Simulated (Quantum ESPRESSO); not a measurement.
# SnO2 (Cassiterite) (P4_2/mnm) in Quantum ESPRESSO: further runs

One crystal, SnO2 (Cassiterite), is run at these levels: LDA; tasks: single point, equation of state.

Everything below comes from runs of Quantum ESPRESSO 7.5. Logs are shortened: lines on timing, memory, paths and dates and some standing lists are left out, and cuts for length are marked.

## (1) The structure

Symmetry: P4_2/mnm, No. 136, tetragonal system. The conventional cell has a = 4.738 Å, b = 4.738 Å, c = 3.187 Å, α = 90.00°, β = 90.00°, γ = 90.00°. Around Sn (site symmetry mmm) lie 6 O at 2.05 to 2.06 Å. O (site symmetry m2m) is surrounded by 3 Sn at 2.05 to 2.06 Å.

## (2) Single point, LDA, 11.21 Å³/atom

The input, pw.in:

```
&CONTROL
  calculation = 'scf'
  prefix = 'pwscf'
  outdir = './tmp'
  pseudo_dir = './pseudo'
  tstress = .true.
  disk_io = 'nowf'
/
&SYSTEM
  ibrav = 0
  nat = 6
  ntyp = 2
  ecutwfc = 68
  ecutrho = 544
  nbnd = 36
  occupations = 'smearing'
  smearing = 'fd'
  degauss = 0.00367493
/
&ELECTRONS
  conv_thr = 1.2d-09
  electron_maxstep = 120
  mixing_beta = 0.5
/
ATOMIC_SPECIES
Sn   118.7100 sn_lda_v1.4.uspp.F.UPF
O     15.9990 o_lda_v1.2.uspp.F.UPF
CELL_PARAMETERS angstrom
   4.6412789831    0.0000000000    0.0000000000
   0.0000000000    4.6412789831    0.0000000000
   0.0000000000    0.0000000000    3.1214511354
ATOMIC_POSITIONS crystal
Sn     0.5000000000    0.5000000000    0.5000000000
Sn     0.0000000000    0.0000000000    0.0000000000
O      0.8071000000    0.1929000000    0.5000000000
O      0.6929000000    0.6929000000    0.0000000000
O      0.1929000000    0.8071000000    0.5000000000
O      0.3071000000    0.3071000000    0.0000000000
K_POINTS automatic
5 5 7 0 0 0
```

Potentials or basis: GBRV 1.5 LDA.

The run is started by

```
$ OMP_NUM_THREADS=1 mpirun -n 2 pw.x -nk 2 -in pw.in > pw.out
```

pw.out:

```text
This program is part of the open-source Quantum ESPRESSO suite
     for quantum simulation of materials; please cite
[... 13 lines left out ...]
     --------------------
     sticks:   dense  smooth     PW     G-vecs:    dense   smooth      PW
     Sum        3333    1669    481                97175    34379    5329

     Using Slab Decomposition

     bravais-lattice index     =            0
     lattice parameter (alat)  =       8.7707  a.u.
     unit-cell volume          =     453.7624 (a.u.)^3
     number of atoms/cell      =            6
     number of atomic types    =            2
     number of electrons       =        52.00
     number of Kohn-Sham states=           36
     kinetic-energy cutoff     =      68.0000  Ry
     charge density cutoff     =     544.0000  Ry
     scf convergence threshold =      1.2E-09
     mixing beta               =       0.5000
     number of iterations used =            8  plain     mixing
     Exchange-correlation= SLA  PZ   NOGX NOGC
                           (   1   1   0   0   0   0   0)

     celldm(1)=   8.770746  celldm(2)=   0.000000  celldm(3)=   0.000000
     celldm(4)=   0.000000  celldm(5)=   0.000000  celldm(6)=   0.000000

     crystal axes: (cart. coord. in units of alat)
               a(1) = (   1.000000   0.000000   0.000000 )
               a(2) = (   0.000000   1.000000   0.000000 )
               a(3) = (   0.000000   0.000000   0.672541 )

     reciprocal axes: (cart. coord. in units 2 pi/alat)
               b(1) = (  1.000000  0.000000  0.000000 )
               b(2) = (  0.000000  1.000000  0.000000 )
               b(3) = (  0.000000  0.000000  1.486898 )

     PseudoPot. # 1 for Sn read from file:
     sn_lda_v1.4.uspp.F.UPF
     Pseudo is Ultrasoft + core correction, Zval = 14.0
     Generated by new atomic code, or converted to UPF format
     Using radial grid of  891 points,  6 beta functions with:
                l(1) =   0
                l(2) =   0
                l(3) =   1
                l(4) =   1
                l(5) =   2
                l(6) =   2
     Q(r) pseudized with  8 coefficients,  rinner =    1.350   1.350   1.350
                                                       1.350   1.350

     PseudoPot. # 2 for O  read from file:
     o_lda_v1.2.uspp.F.UPF
     Pseudo is Ultrasoft + core correction, Zval =  6.0
     Generated by new atomic code, or converted to UPF format
     Using radial grid of  737 points,  5 beta functions with:
                l(1) =   0
                l(2) =   0
                l(3) =   1
                l(4) =   1
                l(5) =   2
     Q(r) pseudized with  8 coefficients,  rinner =    0.900   0.900   0.900
                                                       0.900   0.900

     atomic species   valence    mass     pseudopotential
     Sn               14.00   118.71000     Sn( 1.00)
     O                 6.00    15.99900     O ( 1.00)

     16 Sym. Ops., with inversion, found ( 8 have fractional translation)

   Cartesian axes

     site n.     atom                  positions (alat units)
         1        Sn     tau(   1) = (   0.5000000   0.5000000   0.3362706  )
         2        Sn     tau(   2) = (   0.0000000   0.0000000   0.0000000  )
         3        O      tau(   3) = (   0.8071000   0.1929000   0.3362706  )
         4        O      tau(   4) = (   0.6929000   0.6929000   0.0000000  )
         5        O      tau(   5) = (   0.1929000   0.8071000   0.3362706  )
         6        O      tau(   6) = (   0.3071000   0.3071000   0.0000000  )

     number of k points=    24  Fermi-Dirac smearing, width (Ry)=  0.0037
                       cart. coord. in units 2pi/alat
        k(    1) = (   0.0000000   0.0000000   0.0000000), wk =   0.0114286
        k(    2) = (   0.0000000   0.0000000   0.2124140), wk =   0.0228571
        k(    3) = (   0.0000000   0.0000000   0.4248280), wk =   0.0228571
        k(    4) = (   0.0000000   0.0000000   0.6372419), wk =   0.0228571
        k(    5) = (   0.0000000   0.2000000   0.0000000), wk =   0.0457143
        k(    6) = (   0.0000000   0.2000000   0.2124140), wk =   0.0914286
[... 16 lines left out ...]
        k(   23) = (   0.4000000   0.4000000   0.4248280), wk =   0.0914286
        k(   24) = (   0.4000000   0.4000000   0.6372419), wk =   0.0914286

     Dense  grid:    97175 G-vectors     FFT dimensions: (  72,  72,  48)

     Smooth grid:    34379 G-vectors     FFT dimensions: (  48,  48,  32)

     Check: negative core charge=   -0.000001

     Initial potential from superposition of free atoms

     starting charge      49.9999, renormalised to      52.0000
     Starting wfcs are   34 randomized atomic wfcs +    2 random wfcs

     Self-consistent Calculation

     iteration #  1     ecut=    68.00 Ry     beta= 0.50
     Davidson diagonalization with overlap
     ethr =  1.00E-02,  avg # of iterations =  6.5

     total energy              =    -446.66288158 Ry
     estimated scf accuracy    <       1.57836287 Ry

     iteration #  2     ecut=    68.00 Ry     beta= 0.50
     Davidson diagonalization with overlap
     ethr =  3.04E-03,  avg # of iterations =  2.2

     total energy              =    -447.07851262 Ry
     estimated scf accuracy    <       0.24111877 Ry

     iteration #  3     ecut=    68.00 Ry     beta= 0.50
     Davidson diagonalization with overlap
     ethr =  4.64E-04,  avg # of iterations =  2.0

     total energy              =    -447.11639170 Ry
     estimated scf accuracy    <       0.01329623 Ry

     iteration #  4     ecut=    68.00 Ry     beta= 0.50
     Davidson diagonalization with overlap
     ethr =  2.56E-05,  avg # of iterations =  5.5

     total energy              =    -447.11739817 Ry
     estimated scf accuracy    <       0.00125684 Ry

     iteration #  5     ecut=    68.00 Ry     beta= 0.50
     Davidson diagonalization with overlap
     ethr =  2.42E-06,  avg # of iterations =  3.7

     total energy              =    -447.11762285 Ry
     estimated scf accuracy    <       0.00004581 Ry

     iteration #  6     ecut=    68.00 Ry     beta= 0.50
     Davidson diagonalization with overlap
     ethr =  8.81E-08,  avg # of iterations =  3.2

     total energy              =    -447.11764626 Ry
     estimated scf accuracy    <       0.00002125 Ry

     iteration #  7     ecut=    68.00 Ry     beta= 0.50
     Davidson diagonalization with overlap
     ethr =  4.09E-08,  avg # of iterations =  2.0

     total energy              =    -447.11764995 Ry
     estimated scf accuracy    <       0.00000028 Ry

     iteration #  8     ecut=    68.00 Ry     beta= 0.50
     Davidson diagonalization with overlap
     ethr =  5.32E-10,  avg # of iterations =  4.6

     total energy              =    -447.11765019 Ry
     estimated scf accuracy    <          7.3E-09 Ry

     iteration #  9     ecut=    68.00 Ry     beta= 0.50
     Davidson diagonalization with overlap
     ethr =  1.41E-11,  avg # of iterations =  3.8

     total energy              =    -447.11765020 Ry
     estimated scf accuracy    <          1.4E-09 Ry

     iteration # 10     ecut=    68.00 Ry     beta= 0.50
     Davidson diagonalization with overlap
     ethr =  2.68E-12,  avg # of iterations =  2.1

     End of self-consistent calculation

          k = 0.0000 0.0000 0.0000 (  4291 PWs)   bands (ev):

   -11.0046 -10.1732  -9.7211  -9.7102  -9.7102  -9.6087  -9.5302  -9.4063
    -9.3816  -9.3816  -8.8865  -6.8406  -6.8406  -4.6780   1.7591   5.7855
     5.7855   5.9048   6.7196   8.0026   8.2724   8.9604   8.9604   9.3232
     9.3232  10.1536  12.0572  16.6336  16.6394  16.6394  20.5814  21.0945
    22.7711  22.7711  22.9066  23.1133

          k = 0.0000 0.0000 0.2124 (  4287 PWs)   bands (ev):

   -10.8886  -9.9945  -9.9565  -9.9565  -9.6739  -9.6364  -9.5187  -9.4171
    -9.4171  -9.4072  -8.7953  -6.4425  -6.4425  -4.8564   1.6902   5.7670
     5.9977   5.9977   6.7747   6.8620   8.1140   8.1498   8.1498   9.3740
     9.3740   9.9590  13.1932  17.1056  17.5213  17.5213  19.6276  22.0084
    22.6673  22.6673  22.7686  22.8626

          k = 0.0000 0.0000 0.4248 (  4304 PWs)   bands (ev):

   -10.5962 -10.3875 -10.3875  -9.7925  -9.5666  -9.5523  -9.4897  -9.4793
    -9.4793  -9.4127  -8.4121  -5.6567  -5.6567  -5.4388   1.6569   4.8476
     5.6820   6.3748   6.3748   6.9781   6.9781   7.2762   7.4638   9.2064
     9.2064   9.4232  15.0340  17.6717  19.0817  19.2926  19.2926  21.9258
    22.2882  22.2882  22.7896  22.9411

          k = 0.0000 0.0000 0.6372 (  4348 PWs)   bands (ev):

   -10.6614 -10.6614 -10.2541  -9.9691  -9.5256  -9.5256  -9.4554  -9.4280
    -9.4220  -9.3901  -7.5434  -6.4187  -5.0621  -5.0621   2.0708   3.1675
     5.7021   5.7021   5.9834   6.6473   7.3434   7.3434   7.9153   8.6824
     8.8706   8.8706  16.4503  17.3530  19.5913  20.7713  20.7793  20.7793
    21.7162  21.7162  22.8419  23.2209

          k = 0.0000 0.2000 0.0000 (  4305 PWs)   bands (ev):

   -10.9369 -10.2381  -9.7221  -9.7067  -9.7065  -9.6738  -9.5169  -9.4162
    -9.3862  -9.3860  -8.7703  -7.1463  -6.5493  -4.7760   2.0028   5.1488
     6.0154   6.0718   6.9963   7.7470   8.4781   8.6230   8.9677   8.9819
     9.3539   9.9382  12.9256  16.3794  16.7842  16.9685  21.0787  21.5040
    22.3595  22.6634  22.8677  23.1419

          k = 0.0000 0.2000 0.2124 (  4296 PWs)   bands (ev):

   -10.8300 -10.1426  -9.9562  -9.9503  -9.6629  -9.6039  -9.5069  -9.4209
    -9.4183  -9.4095  -8.6605  -6.8080  -6.2098  -4.8631   1.9693   5.2932
     5.3943   6.4497   6.6661   7.0867   8.0365   8.2768   8.4726   9.1274
     9.3576   9.8514  13.7427  16.9129  17.6159  17.7396  20.0316  22.1638
    22.2944  22.6277  22.7426  22.8430
[... 115 lines left out ...]
   -10.7562 -10.6762  -9.7135  -9.7093  -9.6976  -9.6905  -9.4634  -9.4513
    -9.3850  -9.3804  -7.6587  -6.9889  -6.8269  -6.1197   4.0141   4.7338
     5.9202   6.5403   6.8019   7.0069   7.9084   8.1756   8.8780   8.9056
     9.1968   9.2610  15.2658  15.6294  17.7957  17.8748  21.3793  21.6543
    22.3658  22.4486  23.1905  23.6575

          k = 0.4000 0.4000 0.2124 (  4284 PWs)   bands (ev):

   -10.6397 -10.5650  -9.9664  -9.9637  -9.6512  -9.6369  -9.4586  -9.4474
    -9.4199  -9.4173  -7.4438  -6.7962  -6.5778  -5.9470   3.6679   4.0375
     5.9985   6.1317   6.9713   7.2126   7.2684   7.8447   8.8366   9.1148
     9.2155   9.4333  15.5426  15.8953  18.4255  18.4840  20.7872  21.4355
    21.9837  22.5651  22.6194  22.7246

          k = 0.4000 0.4000 0.4248 (  4290 PWs)   bands (ev):

   -10.5637 -10.4039 -10.3468 -10.1366  -9.5419  -9.5309  -9.4855  -9.4759
    -9.4435  -9.4363  -7.1583  -6.7494  -5.7717  -5.4616   2.6678   2.8376
     5.8153   5.8327   6.0041   6.8180   7.4672   8.3123   8.9137   9.1667
     9.2159   9.4376  15.8241  16.0648  19.3096  19.4339  20.3400  21.0325
    21.5616  22.0637  23.0256  23.0501

          k = 0.4000 0.4000 0.6372 (  4284 PWs)   bands (ev):

   -10.7720 -10.6795 -10.1491  -9.9949  -9.5342  -9.5314  -9.4332  -9.4301
    -9.3999  -9.3958  -6.9779  -6.7562  -5.1590  -5.0191   1.8561   2.0167
     4.9086   4.9208   6.2267   7.4214   7.6043   8.6668   9.0159   9.0536
     9.1931   9.2212  15.7471  15.8357  19.0492  19.3804  21.1549  21.4465
    21.8351  22.0525  23.1951  23.4790

     the Fermi energy is    11.1278 ev

!    total energy              =    -447.11765020 Ry
     estimated scf accuracy    <          2.3E-10 Ry
     smearing contrib. (-TS)   =      -0.00000000 Ry
     internal energy E=F+TS    =    -447.11765020 Ry

     The total energy is F=E-TS. E is the sum of the following terms:
     one-electron contribution =    -122.14549092 Ry
     hartree contribution      =     103.38369710 Ry
     xc contribution           =    -114.51521230 Ry
     ewald contribution        =    -313.84064407 Ry

     convergence has been achieved in  10 iterations

     Computing stress (Cartesian axis) and pressure

          total   stress  (Ry/bohr**3)                   (kbar)     P=      153.79
   0.00090738   0.00000000   0.00000000          133.48        0.00        0.00
   0.00000000   0.00090738   0.00000000            0.00      133.48        0.00
   0.00000000   0.00000000   0.00132150            0.00        0.00      194.40

=------------------------------------------------------------------------------=
   JOB DONE.
=------------------------------------------------------------------------------=
```

Wall time 43 s (2 MPI ranks of Arm Neoverse V1, shared host); peak memory 0.52 GiB.

Results:

| Property | Result |
| --- | --- |
| Free energy | -6083.3455 eV |
| Pressure | 15.4 GPa |
| Band gap on the k mesh | 1.90 eV, direct |

Caveat: spin-orbit coupling is left out, which moves the levels of the heavy elements.

## (3) Single point, LDA, 11.45 Å³/atom

pw.in: that of step 2 with these lines changed.

```diff
@@ -28,5 +28,5 @@
 CELL_PARAMETERS angstrom
-   4.6412789831    0.0000000000    0.0000000000
-   0.0000000000    4.6412789831    0.0000000000
-   0.0000000000    0.0000000000    3.1214511354
+   4.6739651233    0.0000000000    0.0000000000
+   0.0000000000    4.6739651233    0.0000000000
+   0.0000000000    0.0000000000    3.1434339099
 ATOMIC_POSITIONS crystal
```

Potentials or basis: GBRV 1.5 LDA.

The run is started by

```
$ OMP_NUM_THREADS=1 mpirun -n 2 pw.x -nk 2 -in pw.in > pw.out
```

Run time: 41 s. Hardware: 2 MPI ranks of Arm Neoverse V1, shared host; peak memory 0.54 GiB.

The run converged. Its results:

```yaml
Free_energy: -6083.4584 eV
Pressure: 9.6 GPa
Band_gap_on_the_k_mesh: 1.64 eV, direct
```

Caveat: spin-orbit coupling is left out, which moves the levels of the heavy elements.

## (4) Single point, LDA, 11.68 Å³/atom

pw.in: that of step 3 with these lines changed.

```diff
@@ -28,5 +28,5 @@
 CELL_PARAMETERS angstrom
-   4.6739651233    0.0000000000    0.0000000000
-   0.0000000000    4.6739651233    0.0000000000
-   0.0000000000    0.0000000000    3.1434339099
+   4.7062003841    0.0000000000    0.0000000000
+   0.0000000000    4.7062003841    0.0000000000
+   0.0000000000    0.0000000000    3.1651134496
 ATOMIC_POSITIONS crystal
```

The run is started by

```
$ OMP_NUM_THREADS=1 mpirun -n 2 pw.x -nk 2 -in pw.in > pw.out
```

Wall time 41 s (2 MPI ranks of Arm Neoverse V1, shared host); peak memory 0.54 GiB.

The run converged. Its results:

- Free energy: -6083.5226 eV
- Pressure: 4.5 GPa
- Band gap on the k mesh: 1.39 eV, direct

Caveat: spin-orbit coupling is left out, which moves the levels of the heavy elements.

## (5) Single point, LDA, 11.92 Å³/atom

pw.in: that of step 4 with these lines changed.

```diff
@@ -28,5 +28,5 @@
 CELL_PARAMETERS angstrom
-   4.7062003841    0.0000000000    0.0000000000
-   0.0000000000    4.7062003841    0.0000000000
-   0.0000000000    0.0000000000    3.1651134496
+   4.7380000000    0.0000000000    0.0000000000
+   0.0000000000    4.7380000000    0.0000000000
+   0.0000000000    0.0000000000    3.1865000000
 ATOMIC_POSITIONS crystal
```

The run is started by

```
$ OMP_NUM_THREADS=1 mpirun -n 2 pw.x -nk 2 -in pw.in > pw.out
```

Run time: 41 s. Hardware: 2 MPI ranks of Arm Neoverse V1, shared host; peak memory 0.56 GiB.

It converged, with:

* Free energy: -6083.5435 eV
* Pressure: -0.1 GPa
* Band gap on the k mesh: 1.15 eV, direct

Caveat: spin-orbit coupling is left out, which moves the levels of the heavy elements.

## (6) Single point, LDA, 12.16 Å³/atom

pw.in: that of step 5 with these lines changed.

```diff
@@ -28,5 +28,5 @@
 CELL_PARAMETERS angstrom
-   4.7380000000    0.0000000000    0.0000000000
-   0.0000000000    4.7380000000    0.0000000000
-   0.0000000000    0.0000000000    3.1865000000
+   4.7693783979    0.0000000000    0.0000000000
+   0.0000000000    4.7693783979    0.0000000000
+   0.0000000000    0.0000000000    3.2076032640
 ATOMIC_POSITIONS crystal
```

Potentials or basis: GBRV 1.5 LDA.

The run is started by

```
$ OMP_NUM_THREADS=1 mpirun -n 2 pw.x -nk 2 -in pw.in > pw.out
```

Run time: 42 s. Hardware: 2 MPI ranks of Arm Neoverse V1, shared host; peak memory 0.56 GiB.

It converged, with:

| Property | Result |
| --- | --- |
| Free energy | -6083.5260 eV |
| Pressure | -4.2 GPa |
| Band gap on the k mesh | 0.92 eV, direct |

Caveat: spin-orbit coupling is left out, which moves the levels of the heavy elements.

## (7) Single point, LDA, 12.40 Å³/atom

pw.in: that of step 6 with these lines changed.

```diff
@@ -28,5 +28,5 @@
 CELL_PARAMETERS angstrom
-   4.7693783979    0.0000000000    0.0000000000
-   0.0000000000    4.7693783979    0.0000000000
-   0.0000000000    0.0000000000    3.2076032640
+   4.8003492553    0.0000000000    0.0000000000
+   0.0000000000    4.8003492553    0.0000000000
+   0.0000000000    0.0000000000    3.2284324403
 ATOMIC_POSITIONS crystal
```

The run is started by

```
$ OMP_NUM_THREADS=1 mpirun -n 2 pw.x -nk 2 -in pw.in > pw.out
```

Wall time 47 s (2 MPI ranks of Arm Neoverse V1, shared host); peak memory 0.58 GiB.

It converged, with:

```
Free energy            : -6083.4741 eV
Pressure               : -7.8 GPa
Band gap on the k mesh : 0.71 eV, direct
```

Caveat: spin-orbit coupling is left out, which moves the levels of the heavy elements.

## (8) Single point, LDA, 12.64 Å³/atom

pw.in: that of step 7 with these lines changed.

```diff
@@ -28,5 +28,5 @@
 CELL_PARAMETERS angstrom
-   4.8003492553    0.0000000000    0.0000000000
-   0.0000000000    4.8003492553    0.0000000000
-   0.0000000000    0.0000000000    3.2284324403
+   4.8309255526    0.0000000000    0.0000000000
+   0.0000000000    4.8309255526    0.0000000000
+   0.0000000000    0.0000000000    3.2489962586
 ATOMIC_POSITIONS crystal
```

The run is started by

```
$ OMP_NUM_THREADS=1 mpirun -n 2 pw.x -nk 2 -in pw.in > pw.out
```

Wall time 47 s (2 MPI ranks of Arm Neoverse V1, shared host); peak memory 0.58 GiB.

The run converged. Its results:

| Item | Value |
| --- | --- |
| Free energy | -6083.3917 eV |
| Pressure | -11.0 GPa |
| Band gap on the k mesh | 0.50 eV, direct |

Caveat: spin-orbit coupling is left out, which moves the levels of the heavy elements.

## (9) Equation of state, LDA

Potentials or basis: GBRV 1.5 LDA.

This step only gathers the single runs of the series.

Results:

```
Equilibrium volume                        : 11.93 Å³/atom
Bulk modulus at fixed shape and positions : 215 GPa
Pressure derivative of the bulk modulus   : 4.8
```

Energy against volume, from the lowest point:
| volume (Å³/atom) | energy (meV/atom) |
| --- | --- |
| 11.207 | 33.00 |
| 11.445 | 14.18 |
| 11.684 | 3.48 |
| 11.922 | 0.00 |
| 12.161 | 2.93 |
| 12.399 | 11.57 |
| 12.637 | 25.30 |

Caveat: the cell was scaled at fixed shape and fractional positions, which overstates the stiffness of a crystal with free parameters, most of all of layers and chains.
